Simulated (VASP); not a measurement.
# C (Fd-3m) in VASP: a series of runs

Runs on C. Level: LDA. Tasks: single point.

Everything below comes from runs of VASP 6.6.1. Logs are shortened: lines on timing, memory, paths and dates and some standing lists are left out, and cuts for length are marked.

## 1. The undisturbed crystal

Symmetry: Fd-3m, No. 227, cubic system. The conventional cell has a = 3.567 Å, b = 3.567 Å, c = 3.567 Å, α = 90.00°, β = 90.00°, γ = 90.00°. C (site symmetry -43m) is surrounded by 4 C at 1.54 Å.

This isn't the form of C at room conditions, which is graphite.

## 2. Single point, LDA (grid = ENCUT=400 dk=0.35 cell=2x2x1 ISMEAR=0 SIGMA=0.05 LREAL=Auto EDIFF=1e-06)

INCAR reads:

```
PREC = Accurate ; ENCUT = 400
EDIFF = 1E-6 ; ISMEAR = 0
SIGMA = 0.05 ; LREAL = Auto
LASPH = True ; NELM = 120
ALGO = Fast ; ISIF = 2
LWAVE = False ; LCHARG = False
GGA = CA ; NBANDS = 24
```

KPOINTS reads:

```
Automatic mesh
0
Gamma
  9 9 9
```

POSCAR reads:

```
SiC7
1.0
    0.0000000000      3.5667400000      3.5667400000
    3.5667400000      0.0000000000      3.5667400000
    1.7833700000      1.7833700000      0.0000000000
Si C
1 7
Direct
    0.3750000000      0.3750000000      0.7500000000
    0.3750000000      0.8750000000      0.7500000000
    0.8750000000      0.3750000000      0.7500000000
    0.8750000000      0.8750000000      0.7500000000
    0.2500000000      0.2500000000      0.5000000000
    0.2500000000      0.7500000000      0.5000000000
    0.7500000000      0.2500000000      0.5000000000
    0.7500000000      0.7500000000      0.5000000000
```

Potentials or basis: VASP PAW LDA potentials, release 64 (Si, C).

Run with:

```bash
$ cat potpaw_LDA.64/Si/POTCAR potpaw_LDA.64/C/POTCAR > POTCAR
$ mpirun -np 1 vasp_std > vasp.out
```

OUTCAR:

```text
PREC = Accurate
   ENCUT = 400
   EDIFF = 1E-6
   ISMEAR = 0
   LREAL = Auto
   LASPH = True
   NELM = 120
   ISIF = 2
   GGA = CA

 Found    125 irreducible k-points:

 Following reciprocal coordinates:
            Coordinates               Weight
  0.000000  0.000000  0.000000      1.000000
  0.111111  0.000000  0.000000      4.000000
  0.222222  0.000000  0.000000      4.000000
  0.333333  0.000000  0.000000      4.000000
  0.444444  0.000000  0.000000      4.000000
  0.111111  0.111111  0.000000      2.000000
   k-points           NKPTS =    125   k-points in BZ     NKDIM =    125   number of bands    NBANDS=     24
   number of dos      NEDOS =    301   number of ions     NIONS =      8
   total plane-waves  NPLWV =  20736
   dimension x,y,z NGX =    36 NGY =   36 NGZ =   16
   dimension x,y,z NGXF=    72 NGYF=   72 NGZF=   32
   ions per type =               1   7
   NGX,Y,Z   is equivalent  to a cutoff of  11.86, 11.86, 10.55 a.u.
   NGXF,Y,Z  is equivalent  to a cutoff of  23.73, 23.73, 21.09 a.u.
 SYSTEM =  unknown system
   PREC   = accura    normal or accurate (medium, high low for compatibility)
   ISTART =      0    job   : 0-new  1-cont  2-samecut
   ICHARG =      2    charge: 1-file 2-atom 10-const
   ISPIN  =      1    spin polarized calculation?
   LNONCOLLINEAR =      F non collinear calculations
   LSORBIT =      F    spin-orbit coupling
   LASPH  =      T    aspherical Exc in radial PAW
   ENCUT  =  400.0 eV  29.40 Ry    5.42 a.u.   8.23  8.23  4.11*2*pi/ulx,y,z
   NELM   =    120;   NELMIN=  2; NELMDL= -5     # of ELM steps
   EDIFF  = 0.1E-05   stopping-criterion for ELM
   LREAL  =      T    real-space projection
   EDIFFG = 0.1E-04   stopping-criterion for IOM
   NSW    =      0    number of steps for IOM
   IBRION =     -1    ionic relax: 0-MD 1-quasi-New 2-CG
   NFREE  =      0    steps in history (QN), initial steepest desc. (CG)
   ISIF   =      2    stress and relaxation
   ISYM   =      2    0-nonsym 1-usesym 2-fastsym
   POTIM  = 0.5000    time-step for ionic-motion
   TEBEG  =    0.0;   TEEND  =   0.0 temperature during run
   PSTRESS=    0.0 pullay stress
   NELECT =      32.0000    total number of electrons
   NUPDOWN=      -1.0000    fix difference up-down
   EMIN   =  10.00;   EMAX   =-10.00  energy-range for DOS
   EFERMI =   0.00;   METHOD = LEGACY
   ISMEAR =     0;   SIGMA  =   0.05  broadening in eV -4-tet -1-fermi 0-gaus
   EFERMI_NEDOS =   21; number of points for ismear=-14 and -15
   IALGO  =     68    algorithm
   IMIX   =      4    mixing-type and parameters
     AMIX     =   0.40;   BMIX     =  1.00
     AMIX_MAG =   1.60;   BMIX_MAG =  1.00
  volume/ion in A,a.u.               =       5.67        38.28
  Fermi-wavevector in a.u.,A,eV,Ry     =   1.457203  2.753714 28.891161  2.123440
  Thomas-Fermi vector in A             =   2.574032
   LORBIT       =      0    0 simple, 1 ext, 2 COOP (PROOUT), +10 PAW based schemes
   GGA     = CA    functional components
   LHFCALC =     F    Hartree Fock is set to
   AEXX    =    0.0000 exact exchange contribution
   IVDW    =     0    specifies the selected vdW correction
   LEPSILON=     F    determine dielectric tensor
   LRPA    =     F    only Hartree local field effects (RPA)
 non-spin polarized calculation
 RMM-DIIS sequential band-by-band and
 Gauss-broadening in eV      SIGMA  =   0.05
  energy-cutoff  :      400.00
  volume of cell :       45.37
 maximum number of plane-waves:       849
 NGX is ok and might be reduce to    36
   NGX = 17   NGY = 17   NGZ =  9

 number of electron      32.0000001 magnetization

 Free energy of the ion-electron system (eV)
  ---------------------------------------------------
  ext. energy  EPLUGINS =         0.00000000
  ---------------------------------------------------
  free energy    TOTEN  =       -69.01554069 eV

  energy without entropy =      -69.01554069  energy(sigma->0) =      -69.01554069

 E-fermi :  12.2662     XC(G=0): -13.7155

 val. band max:       12.0023668623   @ k =   0.0000   0.0000   0.0000
 cond. band min:      14.6446291224   @ k =  -0.1111   0.0000   0.4444
 fundamental gap:      2.6422622601
 Fermi energy:        12.2662114980

 k-point     1 :       0.0000    0.0000    0.0000
  band No.  band energies     occupation
      1      -9.7757      2.00000
      2      -4.1311      2.00000
      3      -3.3978      2.00000
      4      -1.9863      2.00000
      5      -1.8309      2.00000
      6      -1.0356      2.00000
      7       0.0091      2.00000
      8       5.4545      2.00000
      9       5.5313      2.00000
     10       8.6157      2.00000
     11       8.9596      2.00000
     12       9.1670      2.00000
     13       9.6135      2.00000
     14      11.4638      2.00000
     15      11.8711      2.00000
     16      12.0024      2.00000
     17      15.5731      0.00000
     18      15.9218      0.00000
     19      17.4858      0.00000
     20      17.4892      0.00000
     21      17.5601      0.00000
     22      18.9312      0.00000
     23      19.6619      0.00000
     24      20.3205      0.00000

 k-point     2 :       0.1111    0.0000    0.0000
  band No.  band energies     occupation
      1      -9.6897      2.00000
      2      -4.6171      2.00000
      3      -3.6918      2.00000
      4      -1.9048      2.00000
      5      -1.4678      2.00000
      6      -0.8781      2.00000
      7       0.5878      2.00000
      8       5.2273      2.00000
      9       5.5225      2.00000
     10       8.5420      2.00000
     11       8.7229      2.00000
     12       9.1361      2.00000
     13       9.5554      2.00000
     14      11.1544      2.00000
     15      11.5927      2.00000
     16      11.9086      2.00000
     17      15.7027      0.00000
     18      16.2525      0.00000
     19      17.6442      0.00000
     20      17.7194      0.00000
     21      17.7625      0.00000
     22      19.0823      0.00000
     23      19.7806      0.00000
     24      20.0516      0.00000

 k-point     3 :       0.2222    0.0000    0.0000
  band No.  band energies     occupation
      1      -9.4327      2.00000
      2      -5.6565      2.00000
      3      -3.8457      2.00000
      4      -2.3786      2.00000
      5      -1.0228      2.00000
      6       0.4780      2.00000
      7       1.5973      2.00000
      8       4.5188      2.00000
      9       5.7239      2.00000
     10       7.9201      2.00000
     11       8.2751      2.00000
     12       9.2234      2.00000
     13       9.4815      2.00000
     14       9.9628      2.00000
     15      11.2908      2.00000
     16      11.6749      2.00000
     17      15.9337      0.00000
     18      17.2946      0.00000
     19      18.0191      0.00000
     20      18.1055      0.00000
     21      18.2755      0.00000
     22      19.4590      0.00000
     23      19.4606      0.00000
     24      20.1457      0.00000

 k-point     4 :       0.3333    0.0000    0.0000
  band No.  band energies     occupation
      1      -9.0102      2.00000
      2      -6.6829      2.00000
      3      -3.8858      2.00000
      4      -2.8758      2.00000
      5      -0.2954      2.00000
      6       1.7411      2.00000
      7       2.6377      2.00000
      8       4.0408      2.00000
      9       6.0356      2.00000
     10       6.7671      2.00000
     11       7.8320      2.00000
     12       8.3806      2.00000
     13       9.3743      2.00000
     14       9.4919      2.00000
     15      10.9828      2.00000
     16      11.4132      2.00000
     17      16.3012      0.00000
     18      18.0509      0.00000
     19      18.4683      0.00000
     20      18.5270      0.00000
     21      18.7318      0.00000
     22      19.4299      0.00000
     23      19.8727      0.00000
     24      20.4329      0.00000

 k-point     5 :       0.4444    0.0000    0.0000
  band No.  band energies     occupation
      1      -8.4546      2.00000
      2      -7.5514      2.00000
      3      -3.8545      2.00000
      4      -3.1919      2.00000
      5       0.5336      2.00000
      6       1.5952      2.00000
      7       3.9656      2.00000
      8       4.7546      2.00000
      9       5.4256      2.00000
     10       6.3689      2.00000
     11       6.8180      2.00000
     12       7.3960      2.00000
     13       9.5034      2.00000
     14       9.5325      2.00000
     15      10.7504      2.00000
     16      11.2340      2.00000
     17      16.7882      0.00000
     18      17.5328      0.00000
     19      18.7851      0.00000
     20      18.8045      0.00000
     21      18.9930      0.00000
     22      20.1065      0.00000
     23      20.1275      0.00000
     24      20.4354      0.00000

 k-point     6 :       0.1111    0.1111    0.0000
  band No.  band energies     occupation
      1      -9.6606      2.00000
      2      -4.4123      2.00000
      3      -3.8226      2.00000
      4      -2.4777      2.00000
      5      -1.5051      2.00000
      6      -0.9799      2.00000
      7       1.3382      2.00000
      8       5.5543      2.00000
      9       5.6201      2.00000
     10       8.5496      2.00000
     11       8.5811      2.00000
     12       8.7930      2.00000
     13       9.5197      2.00000
     14      11.2716      2.00000
     15      11.4702      2.00000
     16      11.7043      2.00000
     17      15.3059      0.00000
     18      16.4143      0.00000
     19      17.3918      0.00000
     20      17.9456      0.00000
     21      17.9940      0.00000
     22      19.1258      0.00000
     23      19.9268      0.00000
     24      20.0527      0.00000

 [... further k-points ...]

------------------------ aborting loop because EDIFF is reached ----------------------------------------

  FORCE on cell =-STRESS in cart. coord.  units (eV):
  Direction    XX          YY          ZZ          XY          YZ          ZX
  --------------------------------------------------------------------------------------
  -------------------------------------------------------------------------------------
  Total       27.8349675     27.8349675     27.0300156     -0.5377858      0.0000000     -0.0000000
  in kB      982.8493245    982.8493245    954.4265709    -18.9891499      0.0000000     -0.0000000
  external PRESSURE =     973.3750733 kB  Pullay stress =       0.0000000 kB

 VOLUME and BASIS-vectors are now :
 -----------------------------------------------------------------------------
  energy-cutoff  :      400.00
  volume of cell :       45.37
      direct lattice vectors                 reciprocal lattice vectors
     0.000000000  3.566740000  3.566740000    -0.140184034  0.140184034  0.140184034
     3.566740000  0.000000000  3.566740000     0.140184034 -0.140184034  0.140184034
     1.783370000  1.783370000  0.000000000     0.280368067  0.280368067 -0.280368067

 POSITION                                       TOTAL-FORCE (eV/Angst)
 -----------------------------------------------------------------------------------
      2.67505      2.67505      2.67505        -0.000000      0.000000     -1.454135
      4.45843      2.67505      4.45843         0.293154     -0.293154      0.147387
      2.67505      4.45843      4.45843        -0.293154      0.293154      0.147387
      4.45843      4.45843      6.24179        -0.000000      0.000000      0.307920
      1.78337      1.78337      1.78337        -0.000000      0.000000    -13.267552
      3.56674      1.78337      3.56674         7.033243     -7.033243      7.091680
      1.78337      3.56674      3.56674        -7.033243      7.033243      7.091680
      3.56674      3.56674      5.35011        -0.000000     -0.000000     -0.064366
 -----------------------------------------------------------------------------------
    total drift:                                0.000006      0.000006     -0.000279

  FREE ENERGIE OF THE ION-ELECTRON SYSTEM (eV)
  ---------------------------------------------------
  free  energy   TOTEN  =       -69.0155406894 eV

  energy  without entropy=      -69.0155406894  energy(sigma->0) =      -69.01554069
```

Wall time 4.5 min (1 thread of Intel Xeon Platinum 8259CL at 2.50GHz (Skylake/Cascade Lake), shared host); peak memory 0.17 GiB.

The run converged, but some of its settings lie outside the range that counts as converged, so its numbers aren't taken as properties of the crystal.

Results:

```
Free energy            : -69.0155 eV
Largest force          : 13.268 eV/Å
Band gap on the k mesh : 2.64 eV, indirect (least direct gap 3.57 eV)
```

Caveat: the cutoff is under 1.25 times the usual one of these potentials, so pressure, stress and relaxed cells hold a basis-set (Pulay) error; a pressure of tens of GPa on the cell as given is suspect, and the run, the potentials or the cell itself is likely at fault.

## 3. Single point, LDA (grid = ENCUT=650 dk=0.45 cell=2x2x1 ISMEAR=0 SIGMA=0.05 LREAL=Auto EDIFF=1e-06)

Edit INCAR of step 2 so:

```diff
@@ -1,2 +1,2 @@
-PREC = Accurate ; ENCUT = 400
+PREC = Accurate ; ENCUT = 650
 EDIFF = 1E-6 ; ISMEAR = 0
```

KPOINTS reads:

```
Automatic mesh
0
Gamma
  7 7 7
```

POSCAR is that of step 2.

Potentials or basis: VASP PAW LDA potentials, release 64 (Si, C).

Run with:

```bash
$ cat potpaw_LDA.64/Si/POTCAR potpaw_LDA.64/C/POTCAR > POTCAR
$ mpirun -np 1 vasp_std > vasp.out
```

Run time: 2.9 min. Hardware: 1 thread of Intel Xeon Platinum 8259CL at 2.50GHz (Skylake/Cascade Lake), shared host; peak memory 0.2 GiB.

The run converged, but some of its settings lie outside the range that counts as converged, so its numbers aren't taken as properties of the crystal.

Results:

```
Free energy            : -69.0150 eV
Pressure               : 99.8 GPa
Largest force          : 13.258 eV/Å
Band gap on the k mesh : 2.66 eV, indirect (least direct gap 3.58 eV)
```

Caveat: the k mesh is coarse (spacing up to 0.44 Å⁻¹), so the values aren't converged; a pressure of tens of GPa on the cell as given is suspect, and the run, the potentials or the cell itself is likely at fault.

## 4. Single point, LDA (grid = ENCUT=400 dk=0.35 cell=3x3x2 ISMEAR=0 SIGMA=0.05 LREAL=Auto EDIFF=1e-06)

INCAR reads:

```
PREC = Accurate
ENCUT = 400
EDIFF = 1E-6
ISMEAR = 0
SIGMA = 0.05
LREAL = Auto
LASPH = T
NELM = 120
ALGO = Fast
ISIF = 2
LWAVE = F
LCHARG = F
GGA = CA
NBANDS = 81
NCORE = 1
KPAR = 2
```

KPOINTS reads:

```
Automatic mesh
0
Gamma
  3 3 5
```

POSCAR reads:

```
C
1.0
    0.0000000000      5.3501100000      5.3501100000
    5.3501100000      0.0000000000      5.3501100000
    3.5667400000      3.5667400000      0.0000000000
C
35
Direct
    0.2500000000      0.2500000000      0.8750000000
    0.2500000000      0.5833333333      0.3750000000
    0.2500000000      0.5833333333      0.8750000000
    0.2500000000      0.9166666667      0.3750000000
    0.2500000000      0.9166666667      0.8750000000
    0.5833333333      0.2500000000      0.3750000000
    0.5833333333      0.2500000000      0.8750000000
    0.5833333333      0.5833333333      0.3750000000
    0.5833333333      0.5833333333      0.8750000000
    0.5833333333      0.9166666667      0.3750000000
    0.5833333333      0.9166666667      0.8750000000
    0.9166666667      0.2500000000      0.3750000000
    0.9166666667      0.2500000000      0.8750000000
    0.9166666667      0.5833333333      0.3750000000
    0.9166666667      0.5833333333      0.8750000000
    0.9166666667      0.9166666667      0.3750000000
    0.9166666667      0.9166666667      0.8750000000
    0.1666666667      0.1666666667      0.2500000000
    0.1666666667      0.1666666667      0.7500000000
    0.1666666667      0.5000000000      0.2500000000
    0.1666666667      0.5000000000      0.7500000000
    0.1666666667      0.8333333333      0.2500000000
    0.1666666667      0.8333333333      0.7500000000
    0.5000000000      0.1666666667      0.2500000000
    0.5000000000      0.1666666667      0.7500000000
    0.5000000000      0.5000000000      0.2500000000
    0.5000000000      0.5000000000      0.7500000000
    0.5000000000      0.8333333333      0.2500000000
    0.5000000000      0.8333333333      0.7500000000
    0.8333333333      0.1666666667      0.2500000000
    0.8333333333      0.1666666667      0.7500000000
    0.8333333333      0.5000000000      0.2500000000
    0.8333333333      0.5000000000      0.7500000000
    0.8333333333      0.8333333333      0.2500000000
    0.8333333333      0.8333333333      0.7500000000
```

Potentials or basis: VASP PAW LDA potentials, release 64 (C).

Run with:

```bash
$ cat potpaw_LDA.64/C/POTCAR > POTCAR
$ mpirun -np 4 vasp_std > vasp.out
```

Run time: 2.6 min. Hardware: 4 MPI ranks of Intel Xeon Platinum 8488C (Sapphire Rapids), shared host; peak memory 0.23 GiB.

These settings aren't checked as converged: the numbers below hold their error.

What came out:

```
Free energy            : -347.1320 eV
Largest force          : 3.147 eV/Å
Band gap on the k mesh : none (metal or under the smearing width)
```

Caveat: the cutoff is under 1.25 times the usual one of these potentials, so pressure, stress and relaxed cells hold a basis-set (Pulay) error.

## 5. For comparison

An earlier run on the cell as given: functional PBE; potentials or basis VASP PAW PBE potentials, release 64 (C); cutoff 520 eV; k mesh 13 × 13 × 13; occupations fermi-dirac, width 0.05 eV; no spin polarisation.

- Pressure: 2.5 GPa
- Band gap on the k mesh: 4.14 eV, indirect (least direct gap 5.59 eV)
